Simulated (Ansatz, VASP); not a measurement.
Two plane-wave programs on BeS

INCAR

```
PREC     = Accurate       # precision mode
ENCUT    = 520            # plane-wave cutoff, eV
EDIFF    = 1E-7           # SCF threshold, eV
ISMEAR   = 0              # smearing method
SIGMA    = 0.05           # smearing width, eV
LREAL    = F              # projectors in reciprocal space
LASPH    = T              # aspherical terms in the spheres
NELM     = 100            # most SCF steps
ALGO     = Normal         # electronic algorithm
ISIF     = 2              # what is computed and relaxed
LWAVE    = F              # write WAVECAR
LCHARG   = T              # write CHGCAR
GGA      = PS             # functional
LELF     = T              # ELF
LVHAR    = T            
NBANDS   = 11             # bands
```

File KPOINTS:

```
Automatic mesh
0
Gamma
  6 6 6
```

Contents of POSCAR:

```
BeS
1.0
    2.7764774445      0.0000000000      0.0000000000
    0.0000000000      2.7764774445      0.0000000000
    0.0000000000      0.0000000000      2.7764774445
Be S
1 1
Direct
    0.0000000000      0.0000000000      0.0000000000
    0.5000000000      0.5000000000      0.5000000000
```

Input for Ansatz:

```yaml
crystal:
  lattice:
    - [2.7764774445, 0.0, 0.0]
    - [0.0, 2.7764774445, 0.0]
    - [0.0, 0.0, 2.7764774445]
  atoms:
    - { symbol: Be, position: [0.0, 0.0, 0.0] }
    - { symbol: S, position: [0.5, 0.5, 0.5] }
basis:
  ecutwfc: 420
kpoints:
  mp_grid: { grid: [6, 6, 6] }
hamiltonian:
  xc: pbesol
scf:
  occupations: { method: gaussian, width: 0.05 }
output:
  forces: true
  stress: true
  eigenvalues: true
```

The cell comes from a database or a generator and needn't be the stable form of this composition.

Alike in both runs: task single point; functional PBEsol; k mesh 6 × 6 × 6; occupations gaussian, width 0.05 eV; no spin polarisation.

|  | VASP | Ansatz |
| --- | --- | --- |
| version | VASP 6.6.1 | Ansatz 0.2.0 |
| potentials or method | VASP PAW PBE potentials, release 64 (Be, S) | scalar-relativistic, plane waves, PAW |
| plane-wave cutoff (eV) | 520 | 420 |
| valence electrons in the cell | 8 | 8 |

|  | VASP | Ansatz | Ansatz less VASP |
| --- | --- | --- | --- |
| gap on the k mesh at the Fermi level (eV) | none | none | - |
| pressure (GPa) | 12.0 | 11.4 | -0.57 |

A gap of «none» marks a metal or a gap that the smearing closes.

Caveats: the k mesh is coarse (spacing up to 0.38 Å⁻¹), so the values aren't converged; the PAW data sets were made with another functional, which shifts forces and pressure a little (VASP).
